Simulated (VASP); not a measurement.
From VASP inputs to Ansatz: CaO (CsCl)

INCAR

```
SIGMA = 0.01
NSW = 0
NBANDS = 15
PREC = Accurate
LWAVE = .FALSE.
ENCUT = 520
ISIF = 2
IBRION = -1
LASPH = .TRUE.
GGA = CA
NELM = 120
LCHARG = .TRUE.
LELF = .TRUE.
LREAL = .FALSE.
EDIFF = 1E-7
ISMEAR = 0
```

KPOINTS

```
KPOINTS created by Atomic Simulation Environment
0
Gamma
8 8 8
0 0 0
```

KPOINTS_OPT

```
special points
4
Reciprocal
0.0000000000 0.0000000000 0.0000000000 1
0.0000000000 0.5000000000 0.0000000000 1
0.5000000000 0.5000000000 0.0000000000 1
0.5000000000 0.5000000000 0.5000000000 1
```

POSCAR

```
Ca O
 1.0000000000000000
     2.9032089642333831    0.0000000000000000   -0.0000000000000000
    -0.0000000000000000    2.9032089642333831    0.0000000000000000
    -0.0000000000000000    0.0000000000000000    2.9032089642333831
 Ca  O
   1   1
Cartesian
  0.0000000000000000 -0.0000000000000000 -0.0000000000000000
  1.4516044821166916  1.4516044821166916  1.4516044821166916
```

VASP ran with the recommended LDA PAW datasets (16 valence electrons in the cell).

Q: Translate these files to an Ansatz input.

A: 

```yaml
crystal:
  lattice:
    - [2.9032089642, 0.0, 0.0]
    - [0.0, 2.9032089642, 0.0]
    - [0.0, 0.0, 2.9032089642]
  atoms:
    - { symbol: Ca, position: [0.0, 0.0, 0.0] }
    - { symbol: O, position: [0.5, 0.5, 0.5] }
kpoints:
  mp_grid: { grid: [8, 8, 8] }
  band_path:
    path: [[0.0, 0.0, 0.0], [0.0, 0.5, 0.0], [0.5, 0.5, 0.0], [0.5, 0.5, 0.5]]
    npoints: 1
hamiltonian:
  xc: lda
scf:
  occupations: { method: fixed }
  n_extra_bands: 4
output:
  forces: true
  stress: true
  eigenvalues: true
```

Other inputs would serve too.

|  | VASP | Ansatz |
| --- | --- | --- |
| gap between bands v and c | 2.59 eV | 2.62 eV |
| least direct gap | 2.90 eV | 2.92 eV |
| pressure | -6.0 GPa | -6.8 GPa |

Datasets and cutoffs are each program's own. VASP's cell holds 16 valence electrons and Ansatz's 16. LDA means the Perdew–Zunger form with relativistic exchange in VASP and the Perdew–Wang form in Ansatz. Ansatz's stress includes a Pulay correction; VASP's doesn't.
